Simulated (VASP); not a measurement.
# Sb in VASP: a series of runs, part 2 of 2

VASP 6.6.1. Earlier steps stand in the parts before.

## 5. Single point, PBEsol

This run uses another cell than the first one: it holds 1 atom, not 2.

File INCAR:

```
ALGO = Normal
DIPOL = 0.5 0.5 0.500
EDIFF = 1E-7
ENCUT = 600
GGA = PS
IDIPOL = 3
ISIF = 2
ISMEAR = 1
LASPH = True
LCHARG = False
LDIPOL = True
LREAL = False
LVACPOTAV = True
LVHAR = True
LWAVE = False
NBANDS = 12
NELM = 120
PREC = Accurate
SIGMA = 0.1
```

File KPOINTS:

```
k-points
0
Gamma
  22 22 1
```

File POSCAR:

```
Sb
1.0
    3.3545324200      0.0000000000      0.0000000000
   -1.6772662100      2.9051102900      0.0000000000
    0.0000000000      0.0000000000     18.0000000000
Sb
1
Direct
    0.6666666667      0.3333333333      0.5000000000
```

Potentials or basis: VASP PAW PBE potentials, release 64 (Sb).

Started as:

```sh
> cat potpaw_PBE.64/Sb/POTCAR > POTCAR
> mpirun -np 1 vasp_std > vasp.out
```

OUTCAR:

```text
EDIFF = 1E-7
   ENCUT = 600
   GGA = PS
   ISIF = 2
   ISMEAR = 1
   LASPH = True
   LREAL = False
   NELM = 120
   PREC = Accurate

 Found     52 irreducible k-points:

 Following reciprocal coordinates:
            Coordinates               Weight
  0.000000  0.000000  0.000000      1.000000
  0.045455  0.000000  0.000000      6.000000
  0.090909  0.000000  0.000000      6.000000
  0.136364  0.000000  0.000000      6.000000
  0.181818  0.000000  0.000000      6.000000
  0.227273  0.000000  0.000000      6.000000
   k-points           NKPTS =     52   k-points in BZ     NKDIM =     52   number of bands    NBANDS=     12
   number of dos      NEDOS =    301   number of ions     NIONS =      1
   total plane-waves  NPLWV = 112896
   dimension x,y,z NGX =    28 NGY =   28 NGZ =  144
   dimension x,y,z NGXF=    56 NGYF=   56 NGZF=  288
   ions per type =               1
   NGX,Y,Z   is equivalent  to a cutoff of  13.88, 13.88, 13.30 a.u.
   NGXF,Y,Z  is equivalent  to a cutoff of  27.75, 27.75, 26.60 a.u.
 SYSTEM =  unknown system
   PREC   = accura    normal or accurate (medium, high low for compatibility)
   ISTART =      0    job   : 0-new  1-cont  2-samecut
   ICHARG =      2    charge: 1-file 2-atom 10-const
   ISPIN  =      1    spin polarized calculation?
   LNONCOLLINEAR =      F non collinear calculations
   LSORBIT =      F    spin-orbit coupling
   LASPH  =      T    aspherical Exc in radial PAW
   ENCUT  =  600.0 eV  44.10 Ry    6.64 a.u.   6.70  6.70 35.95*2*pi/ulx,y,z
   NELM   =    120;   NELMIN=  2; NELMDL= -5     # of ELM steps
   EDIFF  = 0.1E-06   stopping-criterion for ELM
   LREAL  =      F    real-space projection
   EDIFFG = 0.1E-05   stopping-criterion for IOM
   NSW    =      0    number of steps for IOM
   IBRION =     -1    ionic relax: 0-MD 1-quasi-New 2-CG
   NFREE  =      0    steps in history (QN), initial steepest desc. (CG)
   ISIF   =      2    stress and relaxation
   ISYM   =      2    0-nonsym 1-usesym 2-fastsym
   POTIM  = 0.5000    time-step for ionic-motion
   TEBEG  =    0.0;   TEEND  =   0.0 temperature during run
   PSTRESS=    0.0 pullay stress
   NELECT =       5.0000    total number of electrons
   NUPDOWN=      -1.0000    fix difference up-down
   EMIN   =  10.00;   EMAX   =-10.00  energy-range for DOS
   EFERMI =   0.00;   METHOD = LEGACY
   ISMEAR =     1;   SIGMA  =   0.10  broadening in eV -4-tet -1-fermi 0-gaus
   EFERMI_NEDOS =   21; number of points for ismear=-14 and -15
   IALGO  =     38    algorithm
   IMIX   =      4    mixing-type and parameters
     AMIX     =   0.40;   BMIX     =  1.00
     AMIX_MAG =   1.60;   BMIX_MAG =  1.00
  volume/ion in A,a.u.               =     175.42      1183.76
  Fermi-wavevector in a.u.,A,eV,Ry     =   0.500083  0.945021  3.402592  0.250083
  Thomas-Fermi vector in A             =   1.507909
   LORBIT       =      0    0 simple, 1 ext, 2 COOP (PROOUT), +10 PAW based schemes
   GGA     = PS    functional components
   LHFCALC =     F    Hartree Fock is set to
   AEXX    =    0.0000 exact exchange contribution
   IVDW    =     0    specifies the selected vdW correction
   LEPSILON=     F    determine dielectric tensor
   LRPA    =     F    only Hartree local field effects (RPA)
 non-spin polarized calculation
 Methfessel and Paxton  Order N= 1 SIGMA  =   0.10
  energy-cutoff  :      600.00
  volume of cell :      175.42
 maximum number of plane-waves:      5893
 NGX is ok and might be reduce to    28

 number of electron       5.0000000 magnetization

 dipolmoment           0.000000      0.000000      0.000000 electrons x Angstroem

 Free energy of the ion-electron system (eV)
  ---------------------------------------------------
  ext. energy  EPLUGINS =         0.00000000
  ---------------------------------------------------
  free energy    TOTEN  =        -3.58601389 eV

  energy without entropy =       -3.58476313  energy(sigma->0) =       -3.58559697

 E-fermi :  -2.8225     XC(G=0):  -2.4513

 val. band max:       -2.8317321243   @ k =   0.2727   0.1818   0.0000
 cond. band min:      -2.7836939961   @ k =   0.3182   0.1818   0.0000
 fundamental gap:      0.0480381282
 Fermi energy:        -2.8225162344

 k-point     1 :       0.0000    0.0000    0.0000
  band No.  band energies     occupation
      1     -13.5816      2.00000
      2      -5.1377      2.00000
      3       0.7632      0.00000
      4       1.8890      0.00000
      5       2.2310      0.00000
      6       2.3630      0.00000
      7       2.3630      0.00000
      8       3.7300      0.00000
      9       3.9064      0.00000
     10       6.5851      0.00000
     11       6.7762      0.00000
     12       7.8416      0.00000
[... 61 lines left out ...]
 k-point     6 :       0.2273    0.0000    0.0000
  band No.  band energies     occupation
      1     -12.7209      2.00000
      2      -4.2958      2.00000
      3      -2.1207     -0.00000
      4       0.8954      0.00000
      5       1.6649      0.00000
      6       2.7692      0.00000
      7       3.1476      0.00000
      8       4.5546      0.00000
      9       4.8080      0.00000
     10       5.2038      0.00000
     11       6.3368      0.00000
     12       7.7308      0.00000

 [... further k-points ...]
[... 5 lines left out ...]
  --------------------------------------------------------------------------------------
  -------------------------------------------------------------------------------------
  Total       -2.4748955     -2.4748955     -0.0007720      0.0000000      0.0000000     -0.0000000
  in kB      -22.6047825    -22.6047824     -0.0070513      0.0000000      0.0000000     -0.0000000
  external PRESSURE =     -15.0722054 kB  Pullay stress =       0.0000000 kB

 VOLUME and BASIS-vectors are now :
 -----------------------------------------------------------------------------
  energy-cutoff  :      600.00
  volume of cell :      175.42
      direct lattice vectors                 reciprocal lattice vectors
     3.354532420  0.000000000  0.000000000     0.298104139  0.172110505  0.000000000
    -1.677266210  2.905110290  0.000000000     0.000000000  0.344221011  0.000000000
     0.000000000  0.000000000 18.000000000     0.000000000  0.000000000  0.055555556

 POSITION                                       TOTAL-FORCE (eV/Angst)
 -----------------------------------------------------------------------------------
      1.67727      0.96837      9.00000         0.000000      0.000000      0.000000
 -----------------------------------------------------------------------------------
    total drift:                                0.000000     -0.000000     -0.000000

  FREE ENERGIE OF THE ION-ELECTRON SYSTEM (eV)
  ---------------------------------------------------
  free  energy   TOTEN  =        -3.5860138933 eV

  energy  without entropy=       -3.5847631265  energy(sigma->0) =       -3.58559697

 vacuum level on the upper side and lower side of the slab         2.016         2.016
```

OSZICAR:

```text
N       E                     dE             d eps       ncg     rms          rms(c)
DAV:   1     0.218041144015E+02    0.21804E+02   -0.13346E+03  1248   0.257E+02
DAV:   2    -0.208278005130E+01   -0.23887E+02   -0.20340E+02  1696   0.472E+01
DAV:   3    -0.356368316578E+01   -0.14809E+01   -0.14678E+01  1580   0.141E+01
[... 11 lines left out ...]
DAV:  15    -0.358600977407E+01   -0.43166E-05   -0.22378E-07  1396   0.967E-04    0.254E-04
DAV:  16    -0.358601118609E+01   -0.14120E-05   -0.20489E-08  1412   0.246E-04    0.269E-04
DAV:  17    -0.358601333904E+01   -0.21530E-05   -0.98272E-08  1308   0.489E-04    0.533E-05
DAV:  18    -0.358601384083E+01   -0.50178E-06   -0.20034E-08  1320   0.217E-04    0.365E-05
DAV:  19    -0.358601389328E+01   -0.52452E-07   -0.88284E-10  1372   0.490E-05
   1 F= -.35860139E+01 E0= -.35855970E+01  d E =-.125077E-02
```

Run time: 4.4 min. Hardware: 1 thread of Intel Xeon Platinum 8375C at 2.90GHz (Ice Lake), shared host; peak memory 0.36 GiB.

These settings aren't checked as converged: the numbers below hold their error.

What came out:

- Free energy: -3.5860 eV
- Band gap on the k mesh: none (metal or under the smearing width)
- Work function of the upper face: 4.84 eV
- Work function of the lower face: 4.84 eV

Caveat: the PAW data sets were made with another functional, which shifts forces and pressure a little.

## 6. Single point, PBEsol

This run uses another cell than the first one: it holds 1 atom, not 2.

INCAR is that of step 5.

File KPOINTS:

```
k-points
0
Gamma
  17 17 1
```

Changes to POSCAR since step 5:

```diff
@@ -4,3 +4,3 @@
    -1.6772662100      2.9051102900      0.0000000000
-    0.0000000000      0.0000000000     18.0000000000
+    0.0000000000      0.0000000000     15.0000000000
 Sb
```

Potentials or basis: VASP PAW PBE potentials, release 64 (Sb).

Started as:

```sh
> cat potpaw_PBE.64/Sb/POTCAR > POTCAR
> mpirun -np 1 vasp_std > vasp.out
```

OUTCAR:

```text
EDIFF = 1E-7
   ENCUT = 600
   GGA = PS
   ISIF = 2
   ISMEAR = 1
   LASPH = True
   LREAL = False
   NELM = 120
   PREC = Accurate

 Found     33 irreducible k-points:

 Following reciprocal coordinates:
            Coordinates               Weight
  0.000000  0.000000  0.000000      1.000000
  0.058824  0.000000  0.000000      6.000000
  0.117647  0.000000  0.000000      6.000000
  0.176471 -0.000000  0.000000      6.000000
  0.235294  0.000000  0.000000      6.000000
  0.294118  0.000000  0.000000      6.000000
   k-points           NKPTS =     33   k-points in BZ     NKDIM =     33   number of bands    NBANDS=     12
   number of dos      NEDOS =    301   number of ions     NIONS =      1
   total plane-waves  NPLWV =  94080
   dimension x,y,z NGX =    28 NGY =   28 NGZ =  120
   dimension x,y,z NGXF=    56 NGYF=   56 NGZF=  240
   ions per type =               1
   NGX,Y,Z   is equivalent  to a cutoff of  13.88, 13.88, 13.30 a.u.
   NGXF,Y,Z  is equivalent  to a cutoff of  27.75, 27.75, 26.60 a.u.
 SYSTEM =  unknown system
   PREC   = accura    normal or accurate (medium, high low for compatibility)
   ISTART =      0    job   : 0-new  1-cont  2-samecut
   ICHARG =      2    charge: 1-file 2-atom 10-const
   ISPIN  =      1    spin polarized calculation?
   LNONCOLLINEAR =      F non collinear calculations
   LSORBIT =      F    spin-orbit coupling
   LASPH  =      T    aspherical Exc in radial PAW
[... 68 lines left out ...]
      4       2.4052      0.00000
      5       2.7937      0.00000
      6       2.8021      0.00000
      7       2.8021      0.00000
      8       5.1568      0.00000
      9       5.4337      0.00000
     10       8.0857      0.00000
     11       8.4843      0.00000
     12       8.4843      0.00000
[... 61 lines left out ...]
 k-point     6 :       0.2941    0.0000    0.0000
  band No.  band energies     occupation
      1     -11.7294      2.00000
      2      -3.3507      2.00000
      3      -3.2900      2.00000
      4       0.8251      0.00000
      5       2.6652      0.00000
      6       3.7644      0.00000
      7       4.3223      0.00000
      8       5.1196      0.00000
      9       5.2546      0.00000
     10       6.9356      0.00000
     11       6.9524      0.00000
     12       9.8030      0.00000

 [... further k-points ...]
[... 5 lines left out ...]
  --------------------------------------------------------------------------------------
  -------------------------------------------------------------------------------------
  Total       -2.4573164     -2.4573164     -0.0008416     -0.0000000      0.0000000      0.0000000
  in kB      -26.9330658    -26.9330658     -0.0092240     -0.0000000      0.0000000      0.0000000
  external PRESSURE =     -17.9584519 kB  Pullay stress =       0.0000000 kB

 VOLUME and BASIS-vectors are now :
 -----------------------------------------------------------------------------
  energy-cutoff  :      600.00
  volume of cell :      146.18
      direct lattice vectors                 reciprocal lattice vectors
     3.354532420  0.000000000  0.000000000     0.298104139  0.172110505  0.000000000
    -1.677266210  2.905110290  0.000000000     0.000000000  0.344221011  0.000000000
     0.000000000  0.000000000 15.000000000     0.000000000  0.000000000  0.066666667

 POSITION                                       TOTAL-FORCE (eV/Angst)
 -----------------------------------------------------------------------------------
      1.67727      0.96837      7.50000         0.000000      0.000000      0.000000
 -----------------------------------------------------------------------------------
    total drift:                               -0.000000      0.000000     -0.000000

  FREE ENERGIE OF THE ION-ELECTRON SYSTEM (eV)
  ---------------------------------------------------
  free  energy   TOTEN  =        -3.5881157904 eV

  energy  without entropy=       -3.5882079088  energy(sigma->0) =       -3.58814650

 vacuum level on the upper side and lower side of the slab         2.411         2.411
```

Wall time 2 min (1 thread of Intel Xeon Platinum 8375C at 2.90GHz (Ice Lake), shared host); peak memory 0.3 GiB.

These settings aren't checked as converged: the numbers below hold their error.

Results:

```
Free energy                     : -3.5881 eV
Band gap on the k mesh          : none (metal or under the smearing width)
Work function of the upper face : 4.79 eV
Work function of the lower face : 4.79 eV
```

Caveat: the PAW data sets were made with another functional, which shifts forces and pressure a little.

## 7. For comparison

An earlier run on the cell as given: functional PBE; potentials or basis VASP PAW PBE potentials, release 64 (Sb); cutoff 520 eV; k mesh 9 × 9 × 5; occupations fermi-dirac, width 0.05 eV; no spin polarisation.

- Pressure: 1.3 GPa
- Band gap on the k mesh: none (metal or under the smearing width)

## 8. The runs side by side

| task | level | potentials or basis | cell | k mesh | cutoff (eV) | smearing | ladder | mesh quality | gap on the mesh (eV) | pressure (GPa) |
| --- | --- | --- | --- | --- | --- | --- | --- | --- | --- | --- |
| single point | PBE | VASP PAW PBE potentials, release 64 (Sb_d_GW) | as given | 4 × 4 × 3 | 450 | gaussian 0.02 eV | - | coarse | none | 2.0 |
| relaxation of cell and atoms | PBEsol | VASP PAW PBE potentials, release 64 (Sb) | relaxed | 8 × 8 × 4 | 600 | fermi-dirac 0.05 eV | gaps | not flagged | none | 0.0 |
| single point | PBE | VASP PAW PBE potentials, release 64 (Sb_d_GW) | as given | 4 × 4 × 2 | 500 | gaussian 0.02 eV | - | coarse | none | 1.6 |
| single point | PBE | VASP PAW PBE potentials, release 64 (Sb) | as given | 9 × 9 × 5 | 520 | fermi-dirac 0.05 eV | - | not flagged | none | 1.3 |

Alike in all rows: no spin polarisation.

Caveats: some runs use coarse meshes; the PAW data sets were made with another functional, which shifts forces and pressure a little (some runs).

Total energies depend on the potentials used, so only differences within one code and one set of settings carry meaning.
